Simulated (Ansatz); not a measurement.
# C: the cost of one run

Computed with Ansatz 0.2.0 (DFT PBE, scalar-relativistic, plane waves, PAW, unless a step's input says otherwise).

A COD entry behind a cell of this session may itself be a prediction, so a difference from it is no test against experiment.

3 further runs of the same task are left out: 3 set aside as unsound or not needed.

## (1) The structure to begin with

Symmetry: Cm, No. 8, monoclinic system. Conventional cell: a = 8.361 Å, b = 5.023 Å, c = 6.033 Å, α = 90.00°, β = 133.86°, γ = 90.00°. C (site symmetry m) has 4 C at 1.54 to 1.57 Å as nearest neighbours. Around C (site symmetry 1) lie 4 C at 1.54 to 1.57 Å. Around C (site symmetry m) lie 3 C at 1.54 Å. Only part of the 11 independent sites is listed.

Structure file:

```cif
data_structure
_symmetry_space_group_name_H-M 'P 1'
_symmetry_Int_Tables_number 1
_cell_length_a 4.8768
_cell_length_b 4.8768
_cell_length_c 5.0231
_cell_angle_alpha 104.922
_cell_angle_beta 104.922
_cell_angle_gamma 118.005
_cell_volume 91.35
loop_
_atom_site_label
_atom_site_type_symbol
_atom_site_fract_x
_atom_site_fract_y
_atom_site_fract_z
_atom_site_occupancy
C1 C 0.86470 0.80197 0.16667 1
C2 C 0.36470 0.30197 0.66667 1
C3 C 0.86470 0.80197 0.66667 1
C4 C 0.94803 0.38530 0.33333 1
C5 C 0.44803 0.88530 0.33333 1
C6 C 0.94803 0.38530 0.83333 1
C7 C 0.44803 0.88530 0.83333 1
C8 C 0.55197 0.11470 0.16667 1
C9 C 0.05197 0.61470 0.16667 1
C10 C 0.55197 0.11470 0.66667 1
C11 C 0.05197 0.61470 0.66667 1
C12 C 0.13530 0.19803 0.33333 1
C13 C 0.63530 0.69803 0.33333 1
C14 C 0.13530 0.19803 0.83333 1
C15 C 0.63530 0.69803 0.83333 1
```

It is built from the cell relaxed beforehand with the same method (5.71 Å³/atom).

## (2) The vacancy and the jump

The supercell lacks one C atom, at fractional position (0.365, 0.302, 0.167), and holds 15 atoms. Atom 14 (C), 1.54 Å away, is to jump into the empty site. The cell is fixed.

## (3) Relaxing around the vacancy

input.yaml reads:

```yaml
crystal:
  lattice:
    - [1.2557817755, -2.1750778384, 4.1803567995]
    - [1.2557817755, -2.1750778384, -4.1803567995]
    - [2.5115635511, 4.3501556768, 0.0]
  atoms:
    - { symbol: C, position: [0.8646992346, 0.8019674321, 0.1666666667] }
    - { symbol: C, position: [0.3646992346, 0.3019674321, 0.6666666667] }
    - { symbol: C, position: [0.8646992346, 0.8019674321, 0.6666666667] }
    - { symbol: C, position: [0.9480325679, 0.3853007654, 0.3333333333] }
    - { symbol: C, position: [0.4480325679, 0.8853007654, 0.3333333333] }
    - { symbol: C, position: [0.9480325679, 0.3853007654, 0.8333333333] }
    - { symbol: C, position: [0.4480325679, 0.8853007654, 0.8333333333] }
    - { symbol: C, position: [0.5519674321, 0.1146992346, 0.1666666667] }
    - { symbol: C, position: [0.0519674321, 0.6146992346, 0.1666666667] }
    - { symbol: C, position: [0.5519674321, 0.1146992346, 0.6666666667] }
    - { symbol: C, position: [0.0519674321, 0.6146992346, 0.6666666667] }
    - { symbol: C, position: [0.1353007654, 0.1980325679, 0.3333333333] }
    - { symbol: C, position: [0.6353007654, 0.6980325679, 0.3333333333] }
    - { symbol: C, position: [0.1353007654, 0.1980325679, 0.8333333333] }
    - { symbol: C, position: [0.6353007654, 0.6980325679, 0.8333333333] }
basis:
  ecutwfc: 420
kpoints:
  mp_grid: { grid: [6, 6, 6] }
hamiltonian:
  xc: pbe
scf:
  occupations: { method: gaussian, width: 0.05 }
output:
  forces: true
  stress: true
  eigenvalues: true
  write_density: true
  write_potential: true
  elf: true
  volumetric_format: npy
relax:
  adjacent_minimum: "off"
  f_tol: 0.02
  max_steps: 50
```

Launch:

```bash
$ ansatz run input.yaml --threads 4 --pin off --max-ram 9216MiB --backend cpu --events-out ev --progress --plain --runs-dir out
```

What time and memory should one allow on 4 threads of AMD EPYC 7R43 (Zen 3), shared host?

About 83 s, with a peak of 0.58 GiB.
